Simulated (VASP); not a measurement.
# InP: band structure with PBE

InP:

```
In P
1.0
     0.00000    3.11780    3.11780
     3.11780    0.00000    3.11780
     3.11780    3.11780    0.00000
In P
1 1
Direct
  0.00000 0.00000 0.00000
  0.25000 0.25000 0.25000
```

```
Program                : VASP 6.6.1
Task                   : band structure
Functional             : PBE
Potentials or basis    : VASP PAW PBE potentials, release 64 (In_d, P)
Cutoff                 : 520 eV
k mesh                 : 2 × 2 × 2
Occupations            : gaussian, width 0.02 eV
Spin                   : no spin polarisation
Further INCAR settings : ALGO = Normal; EDIFF = 1e-07; NBANDS = 16
```

```
Band gap along the path : none (metal or under the smearing width)
```

Levels at the corners of the path, in eV from the Fermi level:
```csv
point,band 6,band 7,band 8,band 9,band 10,band 11,band 12,band 13
Γ,-10.43,-0.39,-0.01,-0.01,-0.01,3.84,3.84,3.84
X,-8.72,-5.20,-1.84,-1.84,1.84,2.07,8.18,8.24
X,-8.72,-5.20,-1.84,-1.84,1.84,2.07,8.18,8.24
W,-8.69,-5.10,-2.33,-2.28,3.53,4.12,4.88,6.08
W,-8.69,-5.10,-2.33,-2.28,3.53,4.12,4.88,6.08
K,-8.74,-5.09,-2.60,-1.54,2.20,3.88,6.78,6.92
K,-8.74,-5.09,-2.60,-1.54,2.20,3.88,6.78,6.92
Γ,-10.43,-0.39,-0.01,-0.01,-0.01,3.84,3.84,3.84
Γ,-10.43,-0.39,-0.01,-0.01,-0.01,3.84,3.84,3.84
L,-9.20,-5.02,-0.77,-0.77,0.93,4.55,4.55,6.50
L,-9.20,-5.02,-0.77,-0.77,0.93,4.55,4.55,6.50
U,-8.74,-5.09,-2.60,-1.54,2.20,3.88,6.78,6.92
U,-8.74,-5.09,-2.60,-1.54,2.20,3.88,6.78,6.92
W,-8.69,-5.10,-2.33,-2.28,3.53,4.12,4.88,6.08
W,-8.69,-5.10,-2.33,-2.28,3.53,4.12,4.88,6.08
L,-9.20,-5.02,-0.77,-0.77,0.93,4.55,4.55,6.50
L,-9.20,-5.02,-0.77,-0.77,0.93,4.55,4.55,6.50
K,-8.74,-5.09,-2.60,-1.54,2.20,3.88,6.78,6.92
U,-8.74,-5.09,-2.60,-1.54,2.20,3.88,6.78,6.92
X,-8.72,-5.20,-1.84,-1.84,1.84,2.07,8.18,8.24
```

Wall time 89 s on 1 thread of Intel(R) Xeon(R) Platinum 8488C (Sapphire Rapids), on a shared host, peak memory 0.32 GiB.

Caveat: the k mesh is coarse (spacing up to 0.87 Å⁻¹), so the values aren't converged; the log is that of the step along the path at fixed density, whose energy, stress, charges and moments have no meaning; spin-orbit coupling is left out, which moves the levels of the heavy elements.
